## Estimating the compression of tin telluride on paper

The calculated pressure and energy of compressed rocksalt SnTe can be reproduced by hand to about two per cent, using two constants and one assumption. The constants are the volume at zero pressure and the stiffness there. The assumption is that the crystal gains four units of stiffness for every unit of pressure put on it. Two weakly compressed rows of the table supply the constants, and the rule then carries them to compressions several times larger.

Rocksalt SnTe computed with DFTK 0.8.2: plane-wave DFT with r2SCAN, scalar-relativistic PBE GTH pseudopotentials (4 valence electrons on Sn, 6 on Te), a 707.5 eV cutoff, a 5×5×5 k mesh and 0.05 eV Fermi–Dirac smearing, without spin–orbit coupling. The static cell is scaled at fixed shape, and energies are counted from the minimum of the fitted energy–volume curve.

| volume (Å³/atom) | energy (meV/atom) | pressure (GPa) |
| --- | --- | --- |
| 29.40 | 68.46 | 6.440 |
| 30.03 | 45.89 | 5.090 |
| 30.66 | 28.42 | 3.860 |
| 31.28 | 15.50 | 2.750 |
| 31.91 | 6.71 | 1.750 |
| 32.53 | 1.66 | 0.830 |
| 33.16 | 0.00 | 0.010 |

### Why the crystal stiffens

The volumes are evenly spaced, yet each further step of compression costs more pressure than the one before. The measure of this resistance is the bulk modulus, $-V\,\mathrm{d}P/\mathrm{d}V$, where $V$ is the volume per atom and $P$ the pressure. Between the two largest volumes it is about 43 GPa, and between the two smallest about 64 GPa. The crystal has become half as stiff again, although its bonds have shortened by only 3.3 %.

The standard explanation lies in how the forces depend on distance. When neighbouring atoms are pushed together, their electrons are squeezed into the same space, and the Pauli principle makes this repulsion climb steeply. The attraction that holds the crystal together changes more gently. Shortening the bond therefore brings in more and more of the steep force. The table contains only total energies and pressures, so it shows the stiffening but does not divide it into these two parts.

An ideal gas at constant temperature is the simplest system that behaves in this way. Its bulk modulus equals its pressure, so it gains one unit of stiffness per unit of pressure. Many solids gain about four. The comparison covers only this bookkeeping: the gas resists through thermal motion and has no volume at which its pressure vanishes, whereas the crystal is already stiff at zero pressure.

### From stiffness to a rule

Let $B$ be the modulus at zero pressure and $V_0$ the volume there. The assumption then reads

$$-V\frac{\mathrm{d}P}{\mathrm{d}V}=B+4P .$$

Separating the variables and integrating from $V_0$ to $V$ gives the Murnaghan equation with slope four:

$$P=\frac{B}{4}\left[\left(\frac{V_0}{V}\right)^4-1\right].$$

On paper the fourth power takes only one division and two squarings.

The energy per atom, counted from the minimum, is the area under the pressure curve. With $\Delta V=V_0-V$, a spring of constant stiffness would store $\tfrac12 B\,\Delta V^2/V_0$. Stiffening multiplies this, to first order, by $1+\tfrac53\,\Delta V/V_0$. Moving that factor into the denominator gives a compact form:

$$E\approx\frac{B\,\Delta V^2}{2\left(V_0-\tfrac53\Delta V\right)} .$$

### The two constants

The constants come from the pressures at 33.16 and 32.53 Å³ per atom. The volume step is 2 % of 31.28, or 0.6256 Å³, which is sharper than the difference of the rounded volumes. The modulus midway between the two rows is

$$\frac{0.83-0.01}{0.6256}\times 32.85\approx 43.05\ \text{GPa}.$$

The mean pressure there is 0.42 GPa, so the assumption takes off $4\times0.42=1.68$ GPa and leaves $B=41.37$ GPa. In units suited to energies this is 0.2582 eV/Å³. The small pressure left at the largest volume places $V_0$ just beyond it, at 33.168 Å³ per atom.

### Two rows worked

The strongest compression, at 29.40 Å³ per atom, is the hardest test. Neither its pressure nor its energy was used to find the constants. The volume ratio is $33.168/29.40=1.128$, and its fourth power is 1.62. Hence

$$P=\frac{41.37}{4}\times0.62\approx6.4\ \text{GPa},$$

in agreement with the calculated 6.44 GPa. For the energy, $\Delta V=3.768$ Å³ and the denominator bracket is $33.168-\tfrac53\times3.768=26.89$ Å³, so that

$$E=\frac{0.2582\times3.768^2}{2\times26.89}\ \text{eV}\approx68\ \text{meV}.$$

The calculation gives 68.46 meV.

The row at 31.28 Å³ per atom was not used for the constants either. Its volume ratio is 1.060, with a fourth power of 1.264, and the rule returns 2.73 GPa against the calculated 2.75 GPa. The energy comes out at 15.3 meV, against 15.50 meV.

### How good the rule is

In the five rows outside the calibration, the pressure is off by at most 1.1 % of the calculated value and the energy by at most 2.0 %. The output printed after the text lists every row. Errors of this size are unsurprising, because a change of 0.01 GPa in the pressure difference used for calibration already shifts $B$ by 1.2 %. The energy formula also gains a little from its short form: at the strongest compression the exact area under the rule's pressure curve is 67.85 meV, slightly further from the calculated energy than the shortcut.

The stiffening is what makes the rule work. With the same two constants but a simple spring, whose pressure is $B\,\Delta V/V_0$, the pressure at the strongest compression falls 27 % short of the calculated one, and the energy 19 % short. The energy suffers less because it adds up the whole path, including the early part where the crystal is still soft. For a volume change of one per cent the simple spring is good enough, and it gives about 0.4 GPa.

The choice of four can be tested too. With $B$ and $V_0$ kept, a slope of three makes the pressure at the strongest compression about 7 % too low, and a slope of five makes it about 6 % too high. The table thus favours a value near four, but it does not derive that number from the electrons.

### The same rule in terms of bonds

In rocksalt the cube of the bond length equals the volume per atom. The rule makes the modulus grow as the fourth power of $V_0/V$, which is the inverse twelfth power of the bond length. The moduli at the two ends of the table, taken directly from pressure differences, give a power of −11.9. A bond shortened by one per cent therefore makes this crystal about 13 % stiffer.

This also shows what to expect of a neighbouring series, such as the same compression of rocksalt MgO. Its bonds are shorter and stronger, and it is several times stiffer than SnTe. The same fractional compression would cost more pressure by roughly that factor. The curve would bend in much the same way, because its slope is also near four. Only $B$ and $V_0$ have to be replaced.

### Where the rule stops

The rule has been tested for compression only, up to a volume loss of about 11 %. No row lies on the expanded side, where bonds weaken and finally break, so the formulas should not be carried far in that direction. The minimum itself lies just beyond the largest scanned volume. This leaves the stiffness at zero pressure, and above all its slope, less certain than points on both sides would.

All seven rows belong to a crystal held in the rocksalt structure. Real SnTe changes structure at a few gigapascals, and from there on the rule describes a phase that is no longer the stable one.

One practical mistake to avoid is mixing volumes from different sources. In this calculation a cell of 31.28 Å³ per atom is under 2.75 GPa. Real SnTe has nearly that volume at ambient pressure, so the calculated $V_0$ is several per cent too large. A measured volume put into the rule with this $V_0$ would give a pressure that does not exist. Possible sources of the error are the functional itself, potentials made for a different functional and a frozen tin 4d shell; the table cannot tell them apart. The missing spin–orbit coupling is expected to change the volume only slightly. The missing thermal motion is not to blame, since heat would expand the crystal further. Both volumes in the ratio $V_0/V$ should therefore come from the same calculation, or both from the same measurement.

Output of the analysis:

```
volume step, angstrom^3/atom: 0.6256
modulus between the two largest volumes, GPa: 43.05
mean pressure there, GPa: 0.42
modulus at zero pressure B, GPa: 41.37
the same B in eV/angstrom^3: 0.2582
change of B if the pressure difference is off by 0.01 GPa, percent: 1.22
equilibrium volume V0, angstrom^3/atom: 33.17
modulus between the two smallest volumes, GPa: 64.12
mean pressure there, GPa: 5.765
rule B + 4P there, GPa: 64.43
rise of modulus from large-volume end to small-volume end, percent: 48.92
bond shortening between these two midpoints, percent: 3.288
power of bond length in the modulus: -11.91
Steps of the hand calculation:
    row   V0/V  fourth_power      V0-V  denominator
   29.4  1.128          1.62     3.768        26.89
  30.03  1.104         1.488     3.138        27.94
  30.66  1.082          1.37     2.508        28.99
  31.28   1.06         1.264     1.888        30.02
  31.91  1.039         1.167     1.258        31.07
  32.53   1.02         1.081     0.638         32.1
  33.16      1         1.001  0.008015        33.15
Rule against table:
    row  P_rule_GPa  P_miss_GPa  E_rule_meV  E_miss_meV
   29.4       6.412    -0.02802       68.18     -0.2802
  30.03        5.05    -0.04045       45.51     -0.3803
  30.66       3.823    -0.03717       28.02     -0.4024
  31.28       2.733    -0.01738       15.33      -0.169
  31.91        1.73    -0.01985       6.577     -0.1334
  32.53      0.8357    0.005664       1.637    -0.02287
  33.16        0.01   3.626e-06   0.0002502   0.0002502
largest pressure miss in the five extrapolated rows, percent: 1.134
largest energy miss in the same five rows, percent: 1.988
exact integral of the pressure rule at the smallest volume, meV/atom: 67.85
constant stiffness, pressure miss at the smallest volume, percent: -27.01
constant stiffness, energy miss at the smallest volume, percent: -19.27
slope 3 instead of 4, pressure miss at the smallest volume, percent: -6.657
slope 5 instead of 4, pressure miss at the smallest volume, percent: 6.328
```
